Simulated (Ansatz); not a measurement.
The system is Te2Mo.

```
Te Mo
1.0
     6.33000    0.00000    0.00000
     0.00000    3.46900    0.00000
    -0.94679    0.00000   13.82762
Te Mo
8 4
Cartesian
  5.4013 2.6018 8.3588
  -0.0181 0.8672 5.4688
  4.9099 0.8672 11.7728
  0.4733 2.6018 2.0548
  1.7550 2.6018 12.3826
  3.6282 0.8672 1.4450
  2.1916 0.8672 8.9658
  3.1917 2.6018 4.8618
  4.2299 2.6018 13.7253
  1.1533 0.8672 0.1023
  3.8493 0.8672 6.8225
  1.5339 2.6018 7.0051
```

Program: Ansatz 0.2.0. Alike in all runs: task projected density of states; potentials or basis Ansatz PAW; no spin polarisation; cell as given; k mesh 4 × 8 × 2; smearing fermi-dirac 0.05 eV.

Question: Order these runs on this cell by their pressure, lowest first.
A. level PBEsol; cutoff (eV) 420
B. level r2SCAN; cutoff (eV) 500
C. level LDA; cutoff (eV) 420

Answer: C (-3.3 GPa), A (-1.4 GPa), B (2.0 GPa).

Caveats: the PAW data sets come from PBE, with cores solved anew for the run's functional, which leaves a small shift of forces and pressure; the density of states is complete only up to the lowest level of the last band computed.

Runs at the PBE level aren't shown here.
